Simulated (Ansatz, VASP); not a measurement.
**BAs: VASP beside Ansatz**

Aim: how closely do two programs agree when they are given the same cell, functional and k mesh? The structure shown is the end of the Ansatz relaxation below.

Method: plane waves, with VASP 6.6.1 beside it; single point at LDA, in Ansatz 0.2.0.

### 1. Set-up

The structure is tetragonal, space group I-4m2 (No. 119). The conventional cell has a = 3.377 Å, b = 3.377 Å, c = 4.542 Å, α = 90.00°, β = 90.00°, γ = 90.00°. Nearest to B lie 4 As at 2.03 Å. Nearest to As lie 4 B at 2.03 Å. Farther neighbours are not listed.

### 2. Ansatz: relaxation, LDA

Ansatz runs on its PAW soft_1 files.

This run makes the geometry at which the two programs are then compared.

File input.yaml:

```yaml
crystal:
  lattice:
    - [0.0, 2.3820409394, 2.2711977174]
    - [2.3820409394, 0.0, 2.2711977174]
    - [2.3820409394, 2.3820409394, 0.0]
  atoms:
    - { symbol: B, position: [0.0, 0.0, 0.0] }
    - { symbol: As, position: [0.75, 0.75, 0.75] }
  conventional_axes: [[-1, 1, 1], [1, -1, 1], [1, 1, -1]]
kpoints:
  mp_grid: { grid: [12, 12, 12] }
hamiltonian:
  xc: lda
  pseudopotentials: { kind: paw, azcp: { folder: soft_1 }, xc_functional: pbe }
scf:
  occupations: { method: gaussian, width: 0.02 }
output:
  forces: true
  stress: true
  eigenvalues: true
relax:
  adjacent_minimum: "off"
  f_tol: 0.001
  max_steps: 60
  cell: { stress_tol: 0.01, fix: [c, angles] }
```

Run with:

```console
$ ansatz run input.yaml --threads 4 --pin off --max-ram 10240MiB --backend cpu --events-out ev --progress --plain --runs-dir out
```

Numbers of over 12 decimals in the logs are rounded to 6 here.

Output:

```text
Engine: ansatz 0.2.0, aarch64-unknown-linux-gnu
Pseudopotentials: kind: paw
Pseudopotential: B, paw, valence charge 3, recommended cutoff 420 eV (normal), soft_1/B.paw.azcp
Pseudopotential: As, paw, valence charge 15, recommended cutoff 420 eV (normal), soft_1/As.paw.azcp
Functional definition: SPW92
  exchange = slater_x
  correlation = pw_c
Crystal: 2 atoms, lattice volume = 25.774 Å³
Basis set: ecut = 420 eV, 515 PW (Γ)
Bands: 13, of which v1, the nominal top of the filled ones, is band 9 counted from 1 (8 counted from 0)
Symmetry: 8 space group operations
Space group: I-4m2 (ITA 119), of the structure as read, at distance tolerance 3.0e-5 Å
k-points: 163 of 1728 (time reversal used)
Non-local potential: B, projectors of the file, l = 0: 2, l = 1: 2, l = 2: 1
Non-local potential: As, projectors of the file, l = 0: 2, l = 1: 2, l = 2: 3, l = 3: 1
PAW form: soft (Blöchl's): semilocal exchange-correlation on the pseudo side does not see the compensation charge
PAW frozen core: B, regenerated for the run's functional, and the local potential with it (the file was generated under x = pbe(κ = 0.804, μ = 0.219515), c = pbe(β = 0.066725))
PAW frozen core: As, regenerated for the run's functional, and the local potential with it (the file was generated under x = pbe(κ = 0.804, μ = 0.219515), c = pbe(β = 0.066725))
PAW one-centre angular grid: B, 110 points (default); XC on 64 Gauss nodes
PAW one-centre angular grid: As, 590 points (default); XC on 64 Gauss nodes
Initial density: superposition of atomic densities (chi_scale 0.1, normalization cell, long waves kept (reshape's long-wave potential 0.00 eV rms))
Initial wavefunctions: pseudopotential atomic-orbital guess
Functional: x = slater, c = lda
SCF iter   1: F=—  HF=-4924.257411 eV  |F-HF|=—  |Δ(HF+E_count)|=         —  Δρ=8.25e-2  dr2=2.24e0  ethr=3.10e-3  ⟨swp⟩=5.8  Hψ=12275  notcnv=0
preconditioner: auto → none  [insulator: Δε(μ)=1.106 eV  Ē_g=12.887 eV  σ=0.020 eV  W_gap=1.00  n_scr=8 (ndim 8)  ℏωp=20.7 eV  f_vac=0.000  D(μ)=0.00/eV (n_scr^D=0)  ε∞_Penn≈3.6]
SCF iter   2: F=—  HF=-4923.547823 eV  |F-HF|=—  |Δ(HF+E_count)|=   7.10e-1  Δρ=2.58e-2  dr2=1.47e-1  ethr=3.10e-3  ⟨swp⟩=3.0  Hψ=4917  notcnv=0
SCF iter   3: F=—  HF=-4923.505480 eV  |F-HF|=—  |Δ(HF+E_count)|=   4.23e-2  Δρ=1.03e-2  dr2=1.84e-2  ethr=8.15e-4  ⟨swp⟩=2.2  Hψ=3393  notcnv=0
SCF iter   4: F=—  HF=-4923.501515 eV  |F-HF|=—  |Δ(HF+E_count)|=   3.96e-3  Δρ=3.50e-3  dr2=2.25e-3  ethr=1.02e-4  ⟨swp⟩=2.4  Hψ=4135  notcnv=0
SCF iter   5: F=—  HF=-4923.500772 eV  |F-HF|=—  |Δ(HF+E_count)|=   7.44e-4  Δρ=7.42e-4  dr2=6.82e-5  ethr=1.25e-5  ⟨swp⟩=2.6  Hψ=4101  notcnv=0
SCF iter   6: F=—  HF=-4923.500776 eV  |F-HF|=—  |Δ(HF+E_count)|=   4.55e-6  Δρ=7.89e-5  dr2=5.82e-7  ethr=3.79e-7  ⟨swp⟩=2.6  Hψ=3584  notcnv=0
SCF iter   7: F=-4923.500777 eV  HF=-4923.500777 eV  |F-HF|=3.51e-9  |Δ(HF+E_count)|=   4.33e-7  Δρ=6.64e-6  dr2=4.71e-9  ethr=5.56e-10  ⟨swp⟩=6.1  Hψ=10648  notcnv=0
SCF 1 converged in 7 iterations: F = -4923.500777 eV  dr2 = 4.71e-9
  greatest PAW one-centre occupation: 0.999 electrons in one spin orbital (limit 2), on the As atom at site 1 (counted from 0), in its partial waves of l = 2
relax step   1: F+E_penalty+E_count = -4923.50077657 eV  Δ(F+E_penalty+E_count) = +0.000e0 eV  max|allowed force component| = 1.839e-16 eV/Å  Δτ_max = 0.0000 Å  P = +4.194 GPa  Ω = 25.774 Å³  fix = [c, alpha, beta, gamma]  reactions: c +10.627 GPa  (7 SCF iters, dr2 threshold 1.00e-7 eV, accepted)
[...]
relax step   2: F+E_penalty+E_count = -4923.50108759 eV  Δ(F+E_penalty+E_count) = -3.110e-4 eV  max|allowed force component| = 1.284e-16 eV/Å  Δτ_max = 0.0000 Å  P = +3.573 GPa  Ω = 25.872 Å³  energy of the carried Pulay correction = -6.276e-5 eV  fix = [c, alpha, beta, gamma]  reactions: c +10.223 GPa  (4 SCF iters, dr2 threshold 2.00e-7 eV, accepted)
[...]
relax step   3: F+E_penalty+E_count = -4923.50109199 eV  Δ(F+E_penalty+E_count) = -4.399e-6 eV  max|allowed force component| = 1.596e-16 eV/Å  Δτ_max = 0.0000 Å  P = +3.363 GPa  Ω = 25.905 Å³  energy of the carried Pulay correction = -8.406e-5 eV  fix = [c, alpha, beta, gamma]  reactions: c +10.087 GPa  (3 SCF iters, dr2 threshold 1.53e-7 eV, accepted)
[...]
relax step   4: F+E_penalty+E_count = -4923.50118502 eV  Δ(F+E_penalty+E_count) = -9.302e-5 eV  max|allowed force component| = 1.613e-16 eV/Å  Δτ_max = 0.0000 Å  P = +3.367 GPa  Ω = 25.905 Å³  fix = [c, alpha, beta, gamma]  reactions: c +10.088 GPa  stress off target by 6.08e-3 GPa on what of the cell is left free  SCF on the basis re-selected at this cell (its energy is not comparable with the rows above)  (5 SCF iters)
basis re-selected at this cell: Δ(F+E_penalty+E_count) = -9.302e-5 eV, ΔP = +0.003 GPa vs the last step (what re-selecting the basis moved, of the pressure what is left beyond the Pulay correction that the steps carried, after the strain that the cell walked since its last selection, with what the two solves' SCF thresholds leave and, on support functions, any second-order correction that the steps lacked; it is no m [...]
SCF converged after 5 iterations
Free energy (F): -4923.501185 eV
Harris-Foulkes:  -4923.501185 eV  (|F-HF|=0.00e0)
Internal energy: -4923.501185 eV  (E = F + TS)
E sigma→0 (E₀):  -4923.501185 eV
Fermi energy:    11.696439 eV
--- Per-component energies (eV) ---
  E_band       = -211.997754
  E_kinetic    = 149.576986
  E_local      = -1916.186424  (includes V_loc(G=0)·N_el)
  E_nonlocal   = -379.964254
  E_hartree    = 1085.601513
  E_xc         = -103.851228
  E_vxc        = -113.845117  (∫ρ·V_xc dr)
  E_paw        = -2005.358141  (= ΣΔE_a)
  E_vpaw       = -122.781998  (= ΣTr[D̂ρ^β])
  E_aug_tail   = -0.000004  (compensation charges beyond the density's cutoff)
  E_ewald      = -1755.440696
  E_core_change = 2.121063  (= ΣΔE_core)
  E_smearing   = -0.000000  (= −TS)
  E_closure    = 0.000000  (closes the sum)
  Σ components = -4923.501185   (vs F -4923.501185, Δ=0.00e0)
--- Forces (eV/Å), atoms counted from 1 ---
  atom   1  B     -0.00000000    -0.00000000     0.00000000
  atom   2  As    -0.00000000    -0.00000000     0.00000000
  max |Σ_I F_I| component: 3.43e-16 eV/Å
--- Stress (GPa, compression-positive) ---
        0.006083       0.000000      -0.000000
       -0.000000       0.006083      -0.000000
       -0.000000      -0.000000      10.087537
  P = ⅓ Tr σ = 3.3666 GPa (33.666 kbar)
--- Band table (eV; the first three rows and the last of 163) ---
  k-point 0: bands = [... 5 lower, -4.6396, 11.0592, 11.0592, 11.5316, 14.3345, 14.6615, 14.6615, 16.4900]
  k-point 1: bands = [... 5 lower, -4.5205, 10.1308, 10.8189, 11.1848, 14.5482, 14.9505, 14.9544, 17.0491]
  k-point 2: bands = [... 5 lower, -4.1666, 8.1841, 10.3057, 10.7022, 14.6037, 15.5040, 15.5200, 18.2680]
  k-point 162: bands = [... 5 lower, 0.0293, 2.8166, 6.6128, 6.6128, 12.0870, 12.2032, 22.9738, 22.9738]
--- Relaxed structure (3 steps of the walk, 3 accepted, 1 SCFs on fresh bases) ---
  F+E_penalty+E_count = -4923.50118502 eV   max|allowed force component| = 1.613e-16 eV/Å   (the final SCF, on the basis selected at the relaxed cell)
  cell:  # Å, volume = 25.9054 Å³
    - [0, 2.388103, 2.2711977174]
    - [2.388103, 0, 2.2711977174]
    - [2.388103, 2.388103, 0]
  atoms:
    - { symbol: B, position: [0, 0, 0] }
    - { symbol: As, position: [0.750000, 0.750000, 0.750000] }
```

The column dr2 measures how far the density is from self-consistency, as an energy; F and HF (Harris–Foulkes) agree once it is small.

### 3. VASP: single point, LDA, pair 1

The same cell, functional (in two slightly different forms), mesh and smearing now go to VASP, with its own data sets.

Lines of VASP's logs that name or quote its potential files are left out, and so is its time.

File INCAR:

```
SYSTEM = BAs
PREC = Accurate
ENCUT = 500
EDIFF = 1E-06
NELM = 120
ISMEAR = 0
SIGMA = 0.02
LREAL = .FALSE.
ALGO = Normal
GGA = CA
NBANDS = 10
LORBIT = 11
LWAVE = .FALSE.
LCHARG = .FALSE.
ISIF = 2
LASPH = .TRUE.
GGA_COMPAT = .FALSE.
EFERMI = MIDGAP
KPAR = 2
```

File POSCAR:

```
BAs
1.0
    0.0000000000      2.3881029923      2.2711977174
    2.3881029923      0.0000000000      2.2711977174
    2.3881029923      2.3881029923      0.0000000000
B As
1 1
Direct
    0.0000000000      0.0000000000      0.0000000000
    0.7500000000      0.7500000000      0.7500000000
```

File KPOINTS:

```
Automatic mesh
0
Gamma
12 12 12
0 0 0
```

The projector-augmented-wave data sets are B and As (LDA family, release 64).

Run with:

```console
$ mpirun -np 2 vasp_std
```

Output:

```text
[banner, memory and clock lines left out]
running    2 mpi-ranks, on    1 nodes
 distrk:  each k-point on    1 cores,    2 groups
 distr:  one band on    1 cores,    1 groups

 POSCAR found type information on POSCAR B As
 POSCAR found :  2 types and       2 ions
 LDA part: xc-table for (Slater(with rela. corr.)+CA(PZ))
 , standard interpolation
 POSCAR, INCAR and KPOINTS ok, starting setup
 FFT: planning ... GRIDC
 FFT: planning ... GRID_SOFT
 FFT: planning ... GRID
 WAVECAR not read
 entering main loop
       N       E                     dE             d eps       ncg     rms          rms(c)
DAV:   1     0.109175219207E+02    0.10918E+02   -0.37490E+03  3260   0.680E+02
DAV:   2    -0.130712635517E+02   -0.23989E+02   -0.22982E+02  4590   0.108E+02
DAV:   3    -0.137167519712E+02   -0.64549E+00   -0.64420E+00  3876   0.173E+01
DAV:   4    -0.137185407550E+02   -0.17888E-02   -0.17887E-02  3954   0.101E+00
DAV:   5    -0.137185434814E+02   -0.27264E-05   -0.27264E-05  3862   0.395E-02    0.539E+00
DAV:   6    -0.129948465644E+02    0.72370E+00   -0.19273E+00  3494   0.617E+00    0.254E+00
DAV:   7    -0.129020109786E+02    0.92836E-01   -0.23698E-01  3918   0.259E+00    0.919E-01
DAV:   8    -0.128880989017E+02    0.13912E-01   -0.26035E-02  3574   0.903E-01    0.108E-01
DAV:   9    -0.128881189907E+02   -0.20089E-04   -0.74516E-04  3758   0.185E-01    0.615E-02
DAV:  10    -0.128881239399E+02   -0.49492E-05   -0.85536E-05  3540   0.557E-02    0.147E-02
DAV:  11    -0.128881253169E+02   -0.13770E-05   -0.18086E-06  3790   0.953E-03    0.138E-02
DAV:  12    -0.128881251476E+02    0.16930E-06   -0.75759E-07  2022   0.396E-03
   1 F= -.12888125E+02 E0= -.12888125E+02  d E =-.179258E-32
```

Parts of OUTCAR (step 3):

```text
ion  position               nearest neighbor table
   1  0.000  0.000  0.000-   2 2.03   2 2.03   2 2.03   2 2.03
   2  0.750  0.750  0.750-   1 2.03   1 2.03   1 2.03   1 2.03

  LATTYP: Found a body centered tetragonal cell.
 ALAT       =     3.3772876401
 C/A-ratio  =     1.3449832880

 Subroutine GETGRP returns: Found  8 space group operations
 (whereof  8 operations were pure point group operations)

The static configuration has the point symmetry D_2d.

 Found    163 irreducible k-points:

   k-points           NKPTS =    163   k-points in BZ     NKDIM =    163   number of bands    NBANDS=     10

   dimension x,y,z NGX =    24 NGY =   24 NGZ =   28
   dimension x,y,z NGXF=    48 NGYF=   48 NGZF=   56

   ENCUT  =  500.0 eV  36.75 Ry    6.06 a.u.   6.01  6.01  6.16*2*pi/ulx,y,z

   NELECT =       8.0000    total number of electrons

 k-points in reciprocal lattice and weights: Automatic mesh
   0.00000000  0.00000000  0.00000000       0.001
   0.08333333 -0.00000000  0.00000000       0.005
   0.16666667 -0.00000000  0.00000000       0.005
   0.25000000 -0.00000000  0.00000000       0.005
   0.33333333  0.00000000  0.00000000       0.005
   0.41666667 -0.00000000  0.00000000       0.005
   0.50000000 -0.00000000  0.00000000       0.002
   0.08333333  0.08333333  0.00000000       0.001
   0.16666667  0.08333333  0.00000000       0.005
[...]
-0.33333333  0.16666667  0.50000000       0.002
  -0.25000000  0.25000000  0.50000000       0.001

 average (electrostatic) potential at core
       1 -31.3050       2 -51.4608

 E-fermi :   7.2182

 k-point     1 :       0.0000    0.0000    0.0000
  band No.  band energies     occupation
      1      -9.1017      2.00000
      2       6.5855      2.00000
      3       6.5855      2.00000
      4       7.0575      2.00000
      5       9.8591      0.00000
      6      10.1848      0.00000
      7      10.1848      0.00000
      8      12.0671      0.00000
      9      16.3758      0.00000
    ...

 k-point     2 :       0.0833   -0.0000    0.0000
  band No.  band energies     occupation
      1      -8.9823      2.00000
      2       5.6582      2.00000
      3       6.3448      2.00000
      4       6.7107      2.00000
      5      10.0750      0.00000
      6      10.4737      0.00000
      7      10.4813      0.00000
      8      12.6136      0.00000
      9      16.8615      0.00000
    ...

 k-point     3 :       0.1667   -0.0000    0.0000
  band No.  band energies     occupation
      1      -8.6279      2.00000
      2       3.7108      2.00000
      3       5.8307      2.00000
      4       6.2275      2.00000
      5      10.1398      0.00000
      6      11.0297      0.00000
      7      11.0417      0.00000
      8      13.8114      0.00000
      9      17.7349      0.00000
    ...

  Total        0.1832230      0.1832230      1.8010271      0.0000000      0.0000000      0.0000000
  in kB       11.3318161     11.3318161    111.3883508      0.0000000      0.0000000      0.0000000
  external PRESSURE =      44.6839943 kB  Pullay stress =       0.0000000 kB

  energy-cutoff  :      500.00
  volume of cell :       25.91
      direct lattice vectors                 reciprocal lattice vectors
     0.000000000  2.388102992  2.271197717    -0.209371205  0.209371205  0.220148161
     2.388102992  0.000000000  2.271197717     0.209371205 -0.209371205  0.220148161
     2.388102992  2.388102992  0.000000000     0.209371205  0.209371205 -0.220148161

 POSITION                                       TOTAL-FORCE (eV/Angst)
 -----------------------------------------------------------------------------------
      0.00000      0.00000      0.00000        -0.000000     -0.000000     -0.000000
      3.58215      3.58215      3.40680         0.000000      0.000000      0.000000
 -----------------------------------------------------------------------------------
    total drift:                                0.000000      0.000000      0.000000

  FREE ENERGIE OF THE ION-ELECTRON SYSTEM (eV)
  ---------------------------------------------------
  free  energy   TOTEN  =       -12.8881251476 eV

  energy  without entropy=      -12.8881251476  energy(sigma->0) =      -12.88812515

 total charge
# of ion       s       p       d       tot
------------------------------------------
    1        0.658   1.236   0.000   1.894
    2        1.178   1.715   0.096   2.989
--------------------------------------------------
tot          1.836   2.951   0.096   4.883

[... 3 further parts left out ...]
```

The run ends at a pressure of 4.47 GPa.

### 4. Differences

Known differences besides the potentials themselves: the two LDA forms differ slightly; the data sets hold 18 valence electrons in Ansatz (on its PAW soft_1 files) and 8 in VASP; the cutoff is 420 eV in Ansatz and 500 eV in VASP; VASP's log shows a relativistic correction to its local exchange, Ansatz's none; Ansatz's pressure holds a Pulay correction, VASP's none. Total energies have different zeros and are not compared.

Both answers:

| quantity | Ansatz | VASP | difference |
| --- | --- | --- | --- |
| pressure (GPa) | 3.37 | 4.47 | -1.10 |
| gap on the k mesh (eV) | 0.331 | 0.321 | +0.009 |

A gap on the mesh is an upper bound, since the band edges may lie between its points.

### 5. Ansatz: relaxation, LDA

This run makes the geometry at which the two programs are then compared. The cell compared in this pair holds 26.33 Å³, against 25.91 Å³ for the pair before.

The structure compared here is the end of the Ansatz relaxation.

input.yaml: that of step 2 with these lines changed.

```diff
@@ -2,5 +2,5 @@
   lattice:
-    - [0.0, 2.3820409394, 2.2711977174]
-    - [2.3820409394, 0.0, 2.2711977174]
-    - [2.3820409394, 2.3820409394, 0.0]
+    - [0.0, 2.3658309558, 2.3421726462]
+    - [2.3658309558, 0.0, 2.3421726462]
+    - [2.3658309558, 2.3658309558, 0.0]
   atoms:
```

Run with:

```console
$ ansatz run input.yaml --threads 4 --pin off --max-ram 10240MiB --backend cpu --events-out ev --progress --plain --runs-dir out
```

Output:

```text
[...]
Crystal: 2 atoms, lattice volume = 26.219 Å³
Basis set: ecut = 420 eV, 531 PW (Γ)
Bands: 13, of which v1, the nominal top of the filled ones, is band 9 counted from 1 (8 counted from 0)
Symmetry: 8 space group operations
[...]
k-points: 163 of 1728 (time reversal used)
[...]
k-point 162: bands = [... 5 lower, -0.3904, 2.4166, 6.6604, 6.6604, 12.1604, 12.2514, 22.5446, 22.5446]
--- Relaxed structure (3 steps of the walk, 3 accepted, 1 SCFs on fresh bases) ---
[...]
cell:  # Å, volume = 26.3320 Å³
    - [0, 2.370925, 2.3421726462]
    - [2.370925, 0, 2.3421726462]
    - [2.370925, 2.370925, 0]
  atoms:
    - { symbol: B, position: [0, 0, 0] }
    - { symbol: As, position: [0.75, 0.75, 0.750000] }
[key lines of the parts left out:]
SCF converged after 6 iterations
Free energy (F): -4923.533140 eV
Fermi energy:    11.490975 eV
P = ⅓ Tr σ = 0.8629 GPa (8.629 kbar)
```

### 6. VASP: single point, LDA, pair 2

The same cell, functional (in two slightly different forms), mesh and smearing now go to VASP, with its own data sets.

INCAR is that of step 3.

File POSCAR:

```
BAs
1.0
    0.0000000000      2.3709247456      2.3421726462
    2.3709247456      0.0000000000      2.3421726462
    2.3709247456      2.3709247456      0.0000000000
B As
1 1
Direct
    0.0000000000      0.0000000000      0.0000000000
    0.7500000000      0.7500000000      0.7500000000
```

KPOINTS is that of step 3.

Run with:

```console
$ mpirun -np 2 vasp_std
```

Output:

```text
[... set-up lines as in an earlier step ...]
 entering main loop
       N       E                     dE             d eps       ncg     rms          rms(c)
DAV:   1     0.998731075316E+01    0.99873E+01   -0.37831E+03  3268   0.687E+02
DAV:   2    -0.131086271946E+02   -0.23096E+02   -0.22174E+02  4622   0.105E+02
DAV:   3    -0.137184278652E+02   -0.60980E+00   -0.60862E+00  3882   0.169E+01
DAV:   4    -0.137201361045E+02   -0.17082E-02   -0.17081E-02  3962   0.996E-01
[...]
DAV:  10    -0.129228351397E+02   -0.59143E-05   -0.84948E-05  3540   0.553E-02    0.143E-02
DAV:  11    -0.129228365565E+02   -0.14168E-05   -0.16726E-06  3800   0.944E-03    0.133E-02
DAV:  12    -0.129228363925E+02    0.16393E-06   -0.75027E-07  2044   0.393E-03
   1 F= -.12922836E+02 E0= -.12922836E+02  d E =0.000000E+00
```

OUTCAR, selected parts (step 6):

```text
  Total        0.1707532      0.1707532      0.5912057      0.0000000      0.0000000      0.0000000
  in kB       10.3895062     10.3895062     35.9720169      0.0000000      0.0000000      0.0000000
  external PRESSURE =      18.9170098 kB  Pullay stress =       0.0000000 kB

 POSITION                                       TOTAL-FORCE (eV/Angst)
 -----------------------------------------------------------------------------------
      0.00000      0.00000      0.00000        -0.000000     -0.000000     -0.000000
      3.55639      3.55639      3.51326         0.000000      0.000000      0.000000
 -----------------------------------------------------------------------------------
    total drift:                               -0.000000     -0.000000     -0.000000

  FREE ENERGIE OF THE ION-ELECTRON SYSTEM (eV)
  ---------------------------------------------------
  free  energy   TOTEN  =       -12.9228363925 eV

  energy  without entropy=      -12.9228363925  energy(sigma->0) =      -12.92283639

[... 1 part as in an earlier step ...]

[... 2 further parts left out ...]
[key lines of the parts left out:]
E-fermi :   7.0842
```

The run ends at a pressure of 1.89 GPa.

(Part 1 of 2 ends here.)

[Lines on the potential files, build, host, timing and source positions are cut from VASP's logs without a mark.]

[Logs are printed without paths, hosts, clocks, repeated set-up lines and the standing remarks that a program may print on its own settings, such as how far it seeks lower states.]

[Hosts, paths, dates, database ids (printed as entryN), source tags and the programs' standing remarks are cut or masked in the printed files.]
